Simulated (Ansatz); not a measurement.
KTaO3:

```
Ta K O
1.0
     3.98830    0.00000    0.00000
     0.00000    3.98830    0.00000
     0.00000    0.00000    3.98830
Ta K O
1 1 3
Direct
  0.00000 0.00000 0.00000
  0.50000 0.50000 0.50000
  0.00000 0.00000 0.50000
  0.00000 0.50000 0.00000
  0.50000 0.00000 0.00000
```

Base run:

* Program: Ansatz 0.2.0
* Functional: PBEsol
* Potentials or basis: Ansatz PAW
* Cutoff: 420 eV (not typed: the program's choice for these potentials)
* k mesh: 7 × 7 × 7
* Occupations: fermi-dirac, width 0.05 eV
* Spin: no spin polarisation

Its results: band gap on the k mesh 2.19 eV, indirect (least direct gap 2.74 eV); pressure -0.5 GPa.

Question: The run is repeated on the same cell with these changes: functional from PBEsol to revPBE. What comes out?

Answer: Band gap on the k mesh 2.32 eV, indirect (least direct gap 2.87 eV); pressure 8.6 GPa.

revPBE binds less tightly than PBEsol, so the same cell stands under more pressure.

Caveats: the k mesh misses the band edges, so the gap on the mesh is wider than the one along the path; spin-orbit coupling is left out, which moves the levels of the heavy elements; the PAW data sets come from PBE, with cores solved anew for the run's functional, which leaves a small shift of forces and pressure.
